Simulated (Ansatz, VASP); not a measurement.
Two plane-wave programs on CuO

The input INCAR:

```
SYSTEM = CuO
  PREC = Accurate
  ENCUT = 520
  EDIFF = 1E-7
  ISMEAR = -1
  SIGMA = 0.05
  LREAL = .False.
  LASPH = .True.
  NELM = 80
  ALGO = Normal
  ISIF = 2
  LWAVE = .False.
  LCHARG = .True.
  GGA = PE
  LELF = .True.
  LVHAR = .True.
  NBANDS = 25
```

The input KPOINTS:

```
regular mesh
0
Gamma
  9 9 5
  0 0 0
```

The input POSCAR:

```
CuO
1.0
    1.9909680000     -2.1535500000      0.0000000000
    1.9909680000      2.1535500000      0.0000000000
    0.0000000000      0.0000000000      5.1559280000
Cu O
2 2
Direct
    0.5000000000      0.0000000000      0.0000000000
    0.0000000000      0.5000000000      0.5000000000
    0.5000000000      0.5000000000      0.2500000000
    0.5000000000      0.5000000000      0.7500000000
```

File input.yaml:

```yaml
crystal:
  lattice:
    - [1.990968, -2.15355, 0.0]
    - [1.990968, 2.15355, 0.0]
    - [0.0, 0.0, 5.155928]
  atoms:
    - { symbol: Cu, position: [0.5, 0.0, 0.0] }
    - { symbol: Cu, position: [0.0, 0.5, 0.5] }
    - { symbol: O, position: [0.5, 0.5, 0.25] }
    - { symbol: O, position: [0.5, 0.5, 0.75] }
hamiltonian:
  xc: pbe
  pseudopotentials: { kind: paw }
kpoints:
  mp_grid: { grid: [9, 9, 5] }
scf:
  occupations: { method: fermi_dirac, width: 0.05 }
output:
  forces: true
  stress: true
  eigenvalues: true
```

Measurements of this composition are mostly on another form, of space group No. 15.

Alike in both runs: task single point; functional PBE; k mesh 9 × 9 × 5; occupations fermi-dirac, width 0.05 eV; no spin polarisation.

|  | VASP | Ansatz |
| --- | --- | --- |
| version | VASP 6.6.1 | Ansatz 0.2.0 |
| potentials or method | VASP PAW PBE potentials, release 64 (Cu, O) | Ansatz PAW |
| plane-wave cutoff (eV) | 520 | 420 |
| valence electrons in the cell | 34 | 50 |

Ansatz gave:

```
gap on the k mesh at the Fermi level (eV)       : none
pressure (GPa)                                  : 1.4
largest component of the traceless stress (GPa) : 0.70
```

Problem. Estimate VASP's values.

Solution. gap on the k mesh at the Fermi level (eV): none; pressure (GPa): 2.1; largest component of the traceless stress (GPa): 0.48.

A gap of «none» marks a metal or a gap that the smearing closes. The functional is the same, so the differences come from potentials, cutoffs and numerics. The two sets of potentials don't hold the same shells in valence.

Caveats: the run has no spin polarisation, though such a crystal can be magnetic; semilocal functionals often make such compounds metallic where correlation or magnetic order opens a gap, which also shifts bond lengths; the pressure holds a Pulay correction of +0.6 GPa for the finite cutoff (Ansatz). With open d or f shells a metallic result of PBE can be an artefact of self-interaction; +U or a hybrid may open a gap.
